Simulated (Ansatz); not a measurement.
**Ansatz 0.2.0, relaxation: SrHg₄Pt₂**

Launch command:

```bash
ansatz run input.yaml --threads 2 --pin off --max-ram 2560MiB --backend cpu --events-out ev --progress --plain --runs-dir out
```

The input file (Ansatz 0.2.0, plane waves):

```yaml
crystal:
  lattice:
    - [8.43035, 0.0, 0.0]
    - [0.0, 8.43035, 0.0]
    - [0.0, 0.0, 4.493555]
  atoms:
    - { symbol: Pt, position: [0.27762, 0.27762, 0.0] }
    - { symbol: Pt, position: [0.22238, 0.77762, 0.5] }
    - { symbol: Pt, position: [0.72238, 0.72238, 0.0] }
    - { symbol: Pt, position: [0.77762, 0.22238, 0.5] }
    - { symbol: Sr, position: [0.0, 0.0, 0.0] }
    - { symbol: Sr, position: [0.5, 0.5, 0.5] }
    - { symbol: Hg, position: [0.84349, 0.4097, 0.0] }
    - { symbol: Hg, position: [0.0903, 0.34349, 0.5] }
    - { symbol: Hg, position: [0.15651, 0.5903, 0.0] }
    - { symbol: Hg, position: [0.9097, 0.65651, 0.5] }
    - { symbol: Hg, position: [0.34349, 0.0903, 0.5] }
    - { symbol: Hg, position: [0.5903, 0.15651, 0.0] }
    - { symbol: Hg, position: [0.65651, 0.9097, 0.5] }
    - { symbol: Hg, position: [0.4097, 0.84349, 0.0] }
  symmetry: { tolerance: 0.0003 }
kpoints:
  mp_grid: { grid: [4, 4, 8], shift: [0, 0, 0] }
magnetization:
  spin_polarized: false
scf:
  occupations: { method: fermi_dirac, width: 0.0757 }
  lower_state_search: "off"
hamiltonian:
  pseudopotentials: { kind: paw }
  xc: r2scan
basis:
  ecutwfc: 500
  fft_grid_basis: typed
relax:
  max_steps: 40
  cell: { p_target: 0.0 }
output:
  forces: true
  stress: true
  eigenvalues: true
  bader: true
  populations: true
  elf: true
  write_potential: true
  volumetric_format: npy
  dos:
    e_range: [-12, 8]
    de: 0.05
    projected: { site_lists: { Hg: [Hg], Pt: [Pt], Sr: [Sr] } }
  write_density: true
checkpoint:
  read: saved_state
```

Origin of the cell: a known structure type with other elements, at an estimated volume, so it need not be a known compound.

The saved state is a converged single point of the same cell.

Steps («new basis» is an SCF on plane waves selected anew at the same cell):

| step | ΔF (meV/atom) | max force component (eV/Å) | P (GPa) | volume (Å³) | SCF iterations | step was |
| --- | --- | --- | --- | --- | --- | --- |
| 1 | 0.0 | 0.345 | -0.87 | 319.36 | 6 | accepted |
| 2 | -13.3 | 0.219 | 1.12 | 314.83 | 10 | accepted |
| 3 | -21.2 | 0.053 | 0.12 | 318.96 | 10 | accepted |
| 4 | -25.2 | 0.070 | -0.11 | 320.16 | 9 | accepted |
| 5 | -25.7 | 0.017 | -0.16 | 320.63 | 10 | accepted |
| 6 | -25.8 | 0.006 | 0.03 | 320.06 | 8 | accepted |
| 7 | -26.0 | 0.006 | 0.04 | 320.06 | 7 | new basis |
| 8 | -26.0 | 0.000 | 0.00 | 320.21 | 9 | accepted |
| 9 | -26.0 | 0.000 | 0.00 | 320.21 | 5 | new basis |

Step 1, with forces in eV/Å:

```xyz
14
Lattice="8.430 0.000 0.000 0.000 8.430 0.000 0.000 0.000 4.494" Properties=species:S:1:pos:R:3:forces:R:3 pbc="T T T" step=1
Pt    2.340    2.340    0.000    0.191    0.191    0.000
Pt    1.875    6.556    2.247   -0.191    0.191    0.000
Pt    6.090    6.090    0.000   -0.191   -0.191    0.000
Pt    6.556    1.875    2.247    0.191   -0.191    0.000
Sr    0.000    0.000    0.000    0.000    0.000    0.000
Sr    4.215    4.215    2.247    0.000    0.000    0.000
Hg    7.111    3.454    0.000   -0.345    0.028    0.000
Hg    0.761    2.896    2.247   -0.028   -0.345    0.000
Hg    1.319    4.976    0.000    0.345   -0.028    0.000
Hg    7.669    5.535    2.247    0.028    0.345    0.000
Hg    2.896    0.761    2.247   -0.345   -0.028    0.000
Hg    4.976    1.319    0.000   -0.028    0.345    0.000
Hg    5.535    7.669    2.247    0.345    0.028    0.000
Hg    3.454    7.111    0.000    0.028   -0.345    0.000
```

Step 2, with forces in eV/Å:

```xyz
14
Lattice="8.435 0.000 0.000 0.000 8.435 0.000 0.000 0.000 4.425" Properties=species:S:1:pos:R:3:forces:R:3 pbc="T T T" step=2
Pt    2.393    2.393    0.000    0.140    0.140    0.000
Pt    1.825    6.611    2.212   -0.140    0.140    0.000
Pt    6.042    6.042    0.000   -0.140   -0.140    0.000
Pt    6.611    1.825    2.212    0.140   -0.140    0.000
Sr    0.000    0.000    0.000    0.000    0.000    0.000
Sr    4.218    4.218    2.212    0.000    0.000    0.000
Hg    7.017    3.473    0.000    0.140    0.219    0.000
Hg    0.745    2.799    2.212   -0.219    0.140    0.000
Hg    1.418    4.963    0.000   -0.140   -0.219    0.000
Hg    7.690    5.636    2.212    0.219   -0.140    0.000
Hg    2.799    0.745    2.212    0.140   -0.219    0.000
Hg    4.963    1.418    0.000   -0.219   -0.140    0.000
Hg    5.636    7.690    2.212   -0.140    0.219    0.000
Hg    3.473    7.017    0.000    0.219    0.140    0.000
```

Step 3, with forces in eV/Å:

```xyz
14
Lattice="8.553 0.000 0.000 0.000 8.553 0.000 0.000 0.000 4.360" Properties=species:S:1:pos:R:3:forces:R:3 pbc="T T T" step=3
Pt    2.496    2.496    0.000   -0.005   -0.005    0.000
Pt    1.780    6.773    2.180    0.005   -0.005    0.000
Pt    6.057    6.057    0.000    0.005    0.005    0.000
Pt    6.773    1.780    2.180   -0.005    0.005    0.000
Sr    0.000    0.000    0.000    0.000    0.000    0.000
Sr    4.277    4.277    2.180    0.000    0.000    0.000
Hg    7.104    3.536    0.000    0.053    0.012    0.000
Hg    0.741    2.827    2.180   -0.012    0.053    0.000
Hg    1.449    5.017    0.000   -0.053   -0.012    0.000
Hg    7.812    5.726    2.180    0.012   -0.053    0.000
Hg    2.827    0.741    2.180    0.053   -0.012    0.000
Hg    5.017    1.449    0.000   -0.012   -0.053    0.000
Hg    5.726    7.812    2.180   -0.053    0.012    0.000
Hg    3.536    7.104    0.000    0.012    0.053    0.000
```

Step 4, with forces in eV/Å:

```xyz
14
Lattice="8.720 0.000 0.000 0.000 8.720 0.000 0.000 0.000 4.211" Properties=species:S:1:pos:R:3:forces:R:3 pbc="T T T" step=4
Pt    2.607    2.607    0.000   -0.070   -0.070    0.000
Pt    1.753    6.967    2.105    0.070   -0.070    0.000
Pt    6.113    6.113    0.000    0.070    0.070    0.000
Pt    6.967    1.753    2.105   -0.070    0.070    0.000
Sr    0.000    0.000    0.000    0.000    0.000    0.000
Sr    4.360    4.360    2.105    0.000    0.000    0.000
Hg    7.232    3.618    0.000   -0.032   -0.060    0.000
Hg    0.742    2.872    2.105    0.060   -0.032    0.000
Hg    1.488    5.102    0.000    0.032    0.060    0.000
Hg    7.978    5.848    2.105   -0.060    0.032    0.000
Hg    2.872    0.742    2.105   -0.032    0.060    0.000
Hg    5.102    1.488    0.000    0.060    0.032    0.000
Hg    5.848    7.978    2.105    0.032   -0.060    0.000
Hg    3.618    7.232    0.000   -0.060   -0.032    0.000
```

Step 5, with forces in eV/Å:

```xyz
14
Lattice="8.737 0.000 0.000 0.000 8.737 0.000 0.000 0.000 4.201" Properties=species:S:1:pos:R:3:forces:R:3 pbc="T T T" step=5
Pt    2.584    2.584    0.000   -0.003   -0.003    0.000
Pt    1.784    6.953    2.100    0.003   -0.003    0.000
Pt    6.152    6.152    0.000    0.003    0.003    0.000
Pt    6.953    1.784    2.100   -0.003    0.003    0.000
Sr    0.000    0.000    0.000    0.000    0.000    0.000
Sr    4.368    4.368    2.100    0.000    0.000    0.000
Hg    7.236    3.635    0.000   -0.017   -0.007    0.000
Hg    0.733    2.868    2.100    0.007   -0.017    0.000
Hg    1.500    5.102    0.000    0.017    0.007    0.000
Hg    8.004    5.869    2.100   -0.007    0.017    0.000
Hg    2.868    0.733    2.100   -0.017    0.007    0.000
Hg    5.102    1.500    0.000    0.007    0.017    0.000
Hg    5.869    8.004    2.100    0.017   -0.007    0.000
Hg    3.635    7.236    0.000   -0.007   -0.017    0.000
```

Step 9, with forces in eV/Å:

```xyz
14
Lattice="8.740 0.000 0.000 0.000 8.740 0.000 0.000 0.000 4.192" Properties=species:S:1:pos:R:3:forces:R:3 pbc="T T T" step=9
Pt    2.585    2.585    0.000    0.000    0.000    0.000
Pt    1.785    6.954    2.096    0.000    0.000    0.000
Pt    6.155    6.155    0.000    0.000    0.000    0.000
Pt    6.954    1.785    2.096    0.000    0.000    0.000
Sr    0.000    0.000    0.000    0.000    0.000    0.000
Sr    4.370    4.370    2.096    0.000    0.000    0.000
Hg    7.234    3.638    0.000    0.000    0.000    0.000
Hg    0.731    2.864    2.096    0.000    0.000    0.000
Hg    1.506    5.101    0.000    0.000    0.000    0.000
Hg    8.008    5.875    2.096    0.000    0.000    0.000
Hg    2.864    0.731    2.096    0.000    0.000    0.000
Hg    5.101    1.506    0.000    0.000    0.000    0.000
Hg    5.875    8.008    2.096    0.000    0.000    0.000
Hg    3.638    7.234    0.000    0.000    0.000    0.000
```

```
Free energy lowered by                                                                 : 26.0 meV/atom
Volume change                                                                          : 0.26 %
Final pressure                                                                         : 0.00 GPa
Relaxation steps listed                                                                : 9
Formation energy (elements under the same functional, gases as molecules, uncorrected) : -0.371 eV/atom
Gap on the mesh                                                                        : none (metal)
```

Caveats: no moments, though an odd count or open d shells may carry them; no spin-orbit coupling, though heavy elements are present; the relaxation held the start's symmetry, so the end may be a saddle point.

It ran for 21 min on 2 threads of Arm Neoverse V1, with other jobs on the host, peak memory 2.1 GiB, from a saved density.
